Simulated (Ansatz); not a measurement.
This Ansatz 0.2.0 run on Co needs a look.

Contents of input.yaml:

```yaml
crystal:
  lattice:
    - [-1.40232, 1.40232, 1.40232]
    - [1.40232, -1.40232, 1.40232]
    - [1.40232, 1.40232, -1.40232]
  atoms:
    - { symbol: Co, position: [0.0, 0.0, 0.0], spin: 2.0 }
hamiltonian:
  xc: pbe
  pseudopotentials: { kind: paw, partial_waves: polarizable }
  hubbard: { sites: [{ species: Co, l: d, u_eff: 2.0 }], double_counting: amf }
magnetization:
  spin_polarized: true
kpoints:
  mp_grid: { grid: [13, 13, 13] }
scf:
  occupations: { method: gaussian, width: 0.05 }
  mixing: { algorithm: anderson, beta: 1.0, ndim: 1, preconditioner: none }
  max_iter: 50
output:
  forces: true
  stress: true
  eigenvalues: true
```

Potentials or basis: Ansatz PAW polarizable.

Command:

```sh
$ ansatz run input.yaml --threads 1 --pin off --max-ram 2560MiB --backend cpu --events-out ev --progress --plain --runs-dir out
```

Output:

```text
Warning: RAYON_NUM_THREADS=1 ignored (pool sized by the plan → 1); use --threads N
Co: projections on atomic orbitals take those of the free atom [Ne] 3s2 3p6 3d7 4s2, of charge +0.00 (hamiltonian.pseudopotentials.projection_atoms); the dataset's partial waves leave at most 1.4e-6 of an orbital's norm unspanned inside its sphere
[... 76 lines left out ...]
Occupation matrices written to <dir>
Error: did not converge after 50 iterations: dr2 = 1.86e3 (threshold 1.00e-7), under the density mixer `anderson`; raise `scf.max_iter`, which need not help a stalled SCF, or adjust the mixing (`scf.mixing`) or, under a smearing, its width (`scf.occupations.width`, in either direction: another width is another result); this SCF holds its density and magnetisation to the symmetry operations that it keeps, and cannot end on a state that breaks one of them: if the state sought breaks one, re-run with `crystal.symmetry.detect: false`, without `crystal.symmetry.time_reversal: true`, on a non-collinear deck whose state breaks time reversal, with `crystal.symmetry.time_reversal: false` beside it (there exact exchange or a DFT+U term alone can polarise the run; a magnetic state wants starting moments), where the deck allows it (that run may end on another state, and need not converge either); this run sums exchange and correlation on more points than the dense box has (`basis.xc_grid`), where a deck that converges on the dense box may not converge: try another level (where the key is left out runs that use forces, runs that use the stress, dielectric runs by a finite field, finite-displacement phonons, runs of phonons.displacement_patterns under a GGA or a meta-GGA, phonons by method: dfpt, dielectric runs by the response, runs on support functions, runs on PAW files under a meta-GGA or a hybrid on one, runs at kind: all_electron or under a hybrid on a GGA, runs under a text's formulas of a gradient, and runs on PAW files that evaluate rPW86 or Becke's exchange or LYP's correlation can take a finer level, which can go by the root key accuracy; a number is taken as typed), or, where it is served, `1`, the dense box, on which forces and the stress change with where the atoms sit on the grid; a lower level also moves a field's Born charges, by the response (dielectric, § Limitations, in the input reference) or by a finite field; under a meta-GGA, try another mixer (`scf.mixing.algorithm: broyden`); mind that the stability of the state on which such a run converges can go unchecked at the default of `scf.lower_state_search`; see `basis.xc_grid`, Limitations
```

Problem. What happened, and what is wrong with the input?

Solution. The run did not converge. The input holds a flaw that was put in on purpose: mixing far too strong (scf.mixing = algorithm anderson, beta 1.0, ndim 1, preconditioner none).

A sound run on the same cell differs in these lines of the main input:
```diff
@@ -10,2 +10,2 @@
-  pseudopotentials: { kind: paw, partial_waves: polarizable }
-  hubbard: { sites: [{ species: Co, l: d, u_eff: 2.0 }], double_counting: amf }
+  pseudopotentials: { kind: paw, source: jth }
+  hubbard: { sites: [{ species: Co, l: d, u_eff: 2.0 }], double_counting: fll }
@@ -17,3 +17 @@
-  occupations: { method: gaussian, width: 0.05 }
-  mixing: { algorithm: anderson, beta: 1.0, ndim: 1, preconditioner: none }
-  max_iter: 50
+  occupations: { method: tetrahedron }
@@ -23 +20,0 @@
-  eigenvalues: true
```
